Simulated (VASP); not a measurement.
# Input and output of a VASP PBE single-point calculation on AgCl (strained CsCl)

INCAR

```
GGA = PE
EDIFF = 1E-7
LWAVE = .FALSE.
ISMEAR = -1
ENCUT = 520
LREAL = .FALSE.
NBANDS = 16
SIGMA = 0.02
LASPH = .TRUE.
LCHARG = .FALSE.
NSW = 0
ISIF = 2
IBRION = -1
PREC = Accurate
NELM = 120
```

KPOINTS

```
KPOINTS created by Atomic Simulation Environment
0
Gamma
8 8 8
0 0 0
```

KPOINTS_OPT

```
special points
5
Reciprocal
0.0000000000 0.0000000000 0.0000000000 1
0.0000000000 0.5000000000 0.0000000000 1
0.5000000000 0.5000000000 0.0000000000 1
0.5000000000 0.5000000000 0.5000000000 1
0.0000000000 0.0000000000 0.5000000000 1
```

POSCAR

```
Ag Cl
 1.0000000000000000
     3.3995495613000002    0.0039615194000000    0.0039615194000000
     0.0039615194000000    3.3995495613000002    0.0039615194000000
     0.0039615194000000    0.0039615194000000    3.3995495613000002
 Ag  Cl
   1   1
Cartesian
  0.0000000000000000  0.0000000000000000  0.0000000000000000
  1.7037363000499994  1.7037363000499997  1.7037363000499999
```

VASP ran with the recommended PBE PAW datasets (18 valence electrons in the cell).

Command

```
mpirun -np 1 vasp_std
```

OSZICAR

```
N       E                     dE             d eps       ncg     rms          rms(c)
DAV:   1     0.100408422104E+03    0.10041E+03   -0.87086E+03  2096   0.103E+03
DAV:   2    -0.194241679879E+01   -0.10235E+03   -0.94040E+02  2632   0.225E+02
DAV:   3    -0.539052058474E+01   -0.34481E+01   -0.34406E+01  2520   0.435E+01
DAV:   4    -0.541209216523E+01   -0.21572E-01   -0.21571E-01  2680   0.376E+00
DAV:   5    -0.541234847797E+01   -0.25631E-03   -0.25631E-03  2560   0.401E-01    0.586E+00
DAV:   6    -0.513032668353E+01    0.28202E+00   -0.35580E-01  2528   0.856E+00    0.392E+00
DAV:   7    -0.512134750632E+01    0.89792E-02   -0.13639E-01  2256   0.247E+00    0.214E+00
DAV:   8    -0.511809201952E+01    0.32555E-02   -0.71139E-03  2416   0.855E-01    0.402E-01
DAV:   9    -0.511782000809E+01    0.27201E-03   -0.68256E-04  2664   0.388E-01    0.533E-02
DAV:  10    -0.511784829470E+01   -0.28287E-04   -0.11653E-04  2408   0.112E-01    0.435E-02
DAV:  11    -0.511785514698E+01   -0.68523E-05   -0.62860E-06  2448   0.214E-02    0.696E-03
DAV:  12    -0.511785492635E+01    0.22063E-06   -0.71389E-07  2544   0.720E-03    0.223E-03
DAV:  13    -0.511785498548E+01   -0.59133E-07   -0.19279E-07  2056   0.296E-03
   1 F= -.51178550E+01 E0= -.51178550E+01  d E =-.297899E-08
       N       E                     dE             ncg
DAV:   1     0.203489742642E+04   -0.19278E+04      160
DAV:   2     0.150921720058E+04   -0.52568E+03      208
DAV:   3     0.149270244549E+04   -0.16515E+02      192
DAV:   4     0.149261771318E+04   -0.84732E-01      208
DAV:   5     0.149261669113E+04   -0.10221E-02      192
DAV:   6     0.149261667426E+04   -0.16867E-04      208
DAV:   7     0.149261667395E+04   -0.30836E-06      208
DAV:   8     0.149261667395E+04   -0.53212E-08      168
```

From OUTCAR

```
k-points           NKPTS =     65   k-points in BZ     NKDIM =     65   number of bands    NBANDS=     16

   NELECT =      18.0000    total number of electrons

   dimension x,y,z NGX =    28 NGY =   28 NGZ =   28
   dimension x,y,z NGXF=    56 NGYF=   56 NGZF=   56

  energy-cutoff  :      520.00
  volume of cell :       39.29
      direct lattice vectors                 reciprocal lattice vectors
     3.399549561  0.003961519  0.003961519     0.294157415 -0.000342385 -0.000342385
     0.003961519  3.399549561  0.003961519    -0.000342385  0.294157415 -0.000342385
     0.003961519  0.003961519  3.399549561    -0.000342385 -0.000342385  0.294157415

 k-points in reciprocal lattice and weights: KPOINTS created by Atomic Simulation Env
   0.00000000  0.00000000  0.00000000       0.002
   0.12500000  0.00000000  0.00000000       0.012
   0.25000000  0.00000000  0.00000000       0.012
   0.37500000  0.00000000  0.00000000       0.012
   0.50000000  0.00000000  0.00000000       0.006
   0.12500000  0.12500000  0.00000000       0.012
   0.25000000  0.12500000  0.00000000       0.023
   0.37500000  0.12500000  0.00000000       0.023
   ...

 E-fermi :   4.5769

 k-point     1 :       0.0000    0.0000    0.0000
  band No.  band energies     occupation
      1     -10.4934      2.00000
      2       1.4247      2.00000
      3       1.4247      2.00000
      4       2.4229      2.00000
      5       2.4229      2.00000
      6       2.4267      2.00000
      7       2.6612      2.00000
      8       2.6612      2.00000
      9       2.6770      2.00000
     10       4.8494      0.00000
     11      13.6663      0.00000
     12      13.6663      0.00000
     13      18.1222      0.00000
     14      18.1722      0.00000
     15      18.1722      0.00000
     16      20.7318      0.00000

 k-point     2 :       0.1250    0.0000    0.0000
  band No.  band energies     occupation
      1     -10.4263      2.00000
      2       1.1915      2.00000
      3       1.4472      2.00000
      4       2.0176      2.00000
      5       2.0283      2.00000
      6       2.2408      2.00000
      7       2.4321      2.00000
      8       3.1255      2.00000
      9       3.1265      2.00000
     10       5.5981      0.00000
     11      13.6559      0.00000
     12      13.7157      0.00000
     13      17.1966      0.00000
     14      17.2090      0.00000
     15      17.7395      0.00000
     16      20.6654      0.00000

 k-point     3 :       0.2500    0.0000    0.0000
  band No.  band energies     occupation
      1     -10.2557      2.00000
      2       0.2221      2.00000
      3       1.5022      2.00000
      4       1.6207      2.00000
      5       1.6356      2.00000
      6       2.3265      2.00000
      7       2.4513      2.00000
      8       3.6700      2.00000
      9       3.6764      2.00000
     10       6.8017      0.00000
     11      12.9823      0.00000
     12      13.6282      0.00000
     13      15.7495      0.00000
     14      15.7532      0.00000
     15      18.1582      0.00000
     16      20.5061      0.00000

 k-point     4 :       0.3750    0.0000    0.0000
  band No.  band energies     occupation
      1     -10.0708      2.00000
      2      -0.6503      2.00000
      3       1.3642      2.00000
      4       1.3818      2.00000
      5       1.5589      2.00000
      6       2.4704      2.00000
      7       2.6511      2.00000
      8       4.0937      2.00000
      9       4.1061      2.00000
     10       8.0489      0.00000
     11      11.3199      0.00000
     12      13.5965      0.00000
     13      14.6746      0.00000
     14      14.6856      0.00000
     15      20.2715      0.00000
     16      20.3500      0.00000

 k-point     5 :       0.5000    0.0000    0.0000
  band No.  band energies     occupation
      1      -9.9893      2.00000
      2      -0.9790      2.00000
      3       1.2759      2.00000
      4       1.2942      2.00000
      5       1.5825      2.00000
      6       2.4785      2.00000
      7       2.8039      2.00000
      8       4.2584      2.00000
      9       4.2733      2.00000
     10       9.1891      0.00000
     11       9.9211      0.00000
     12      13.5820      0.00000
     13      14.2815      0.00000
     14      14.2947      0.00000
     15      20.2078      0.00000
     16      20.2863      0.00000

 k-point     6 :       0.1250    0.1250    0.0000
  band No.  band energies     occupation
      1     -10.3623      2.00000
      2       1.1521      2.00000
      3       1.2797      2.00000
      4       1.7111      2.00000
      5       1.9098      2.00000
      6       2.3782      2.00000
      7       2.6559      2.00000
      8       2.7341      2.00000
      9       3.3421      2.00000
     10       6.2407      0.00000
     11      13.6561      0.00000
     12      13.8401      0.00000
     13      15.8432      0.00000
     14      16.7952      0.00000
     15      18.3238      0.00000
     16      19.9278      0.00000

 k-point     7 :       0.2500    0.1250    0.0000
  band No.  band energies     occupation
      1     -10.1991      2.00000
      2       0.2906      2.00000
      3       1.2913      2.00000
      4       1.6522      2.00000
      5       1.6900      2.00000
      6       2.3769      2.00000
      7       2.4421      2.00000
      8       3.1976      2.00000
      9       3.7252      2.00000
     10       7.3131      0.00000
     11      12.8167      0.00000
     12      13.8452      0.00000
     13      15.1121      0.00000
     14      15.8119      0.00000
     15      18.6204      0.00000
     16      19.6836      0.00000

 k-point     8 :       0.3750    0.1250    0.0000
  band No.  band energies     occupation
      1     -10.0229      2.00000
      2      -0.5129      2.00000
      3       1.2434      2.00000
      4       1.4477      2.00000
      5       1.6432      2.00000
      6       2.4077      2.00000
      7       2.6537      2.00000
      8       3.5954      2.00000
      9       4.0404      2.00000
     10       8.3799      0.00000
     11      11.1463      0.00000
     12      13.9139      0.00000
     13      14.5788      0.00000
     14      14.9434      0.00000
     15      19.7387      0.00000
     16      20.3165      0.00000

 k-point     9 :       0.5000    0.1250    0.0000
  band No.  band energies     occupation
      1      -9.9452      2.00000
      2      -0.8230      2.00000
      3       1.1991      2.00000
      4       1.3713      2.00000
      5       1.6413      2.00000
      6       2.4225      2.00000
      7       2.7906      2.00000
      8       3.7567      2.00000
      9       4.1647      2.00000
     10       9.4122      0.00000
     11       9.8223      0.00000
     12      14.0222      0.00000
     13      14.2037      0.00000
     14      14.6111      0.00000
     15      19.7732      0.00000
     16      20.8137      0.00000

 k-point    10 :      -0.3750    0.1250    0.0000
  band No.  band energies     occupation
      1     -10.0222      2.00000
      2      -0.5164      2.00000
      3       1.2384      2.00000
      4       1.4448      2.00000
      5       1.6469      2.00000
      6       2.4073      2.00000
      7       2.6558      2.00000
      8       3.5932      2.00000
      9       4.0464      2.00000
     10       8.3914      0.00000
     11      11.1514      0.00000
     12      13.8947      0.00000
     13      14.5900      0.00000
     14      14.9370      0.00000
     15      19.7289      0.00000
     16      20.3201      0.00000

 k-point    11 :      -0.2500    0.1250    0.0000
  band No.  band energies     occupation
      1     -10.1983      2.00000
      2       0.2838      2.00000
      3       1.2846      2.00000
      4       1.6484      2.00000
      5       1.6922      2.00000
      6       2.3775      2.00000
      7       2.4456      2.00000
      8       3.1964      2.00000
      9       3.7341      2.00000
     10       7.3254      0.00000
     11      12.8243      0.00000
     12      13.8309      0.00000
     13      15.1264      0.00000
     14      15.8018      0.00000
     15      18.6228      0.00000
     16      19.6711      0.00000

 k-point    12 :      -0.1250    0.1250    0.0000
  band No.  band energies     occupation
      1     -10.3617      2.00000
      2       1.1430      2.00000
      3       1.2778      2.00000
      4       1.7135      2.00000
      5       1.9019      2.00000
      6       2.3805      2.00000
      7       2.6661      2.00000
      8       2.7274      2.00000
      9       3.3497      2.00000
     10       6.2491      0.00000
     11      13.6537      0.00000
     12      13.8293      0.00000
     13      15.8829      0.00000
     14      16.7858      0.00000
     15      18.3116      0.00000
     16      19.9191      0.00000

 ...

  Total        0.3091081      0.3091081      0.3091081      0.0064073      0.0064073      0.0064073
  in kB       12.6054554     12.6054554     12.6054554      0.2612901      0.2612901      0.2612901
  external PRESSURE =      12.6054554 kB  Pullay stress =       0.0000000 kB

 POSITION                                       TOTAL-FORCE (eV/Angst)
 -----------------------------------------------------------------------------------
      0.00000      0.00000      0.00000         0.000000     -0.000000      0.000000
      1.70374      1.70374      1.70374        -0.000000      0.000000      0.000000
 -----------------------------------------------------------------------------------
    total drift:                               -0.000000      0.000000      0.000000

  FREE ENERGIE OF THE ION-ELECTRON SYSTEM (eV)
  ---------------------------------------------------
  free  energy   TOTEN  =        -5.1178549855 eV

  energy  without entropy=       -5.1178549825  energy(sigma->0) =       -5.11785498
```

```json
{
  "gap between bands v and c": "0.58 eV",
  "least direct gap": "2.17 eV",
  "pressure": "1.3 GPa"
}
```

Band v is the last that the valence electrons fill when counted band by band, and c is the next.

The run took about 42 s on one core of a shared host (Intel Xeon Platinum 8488C) and held 0.2 GiB at most.
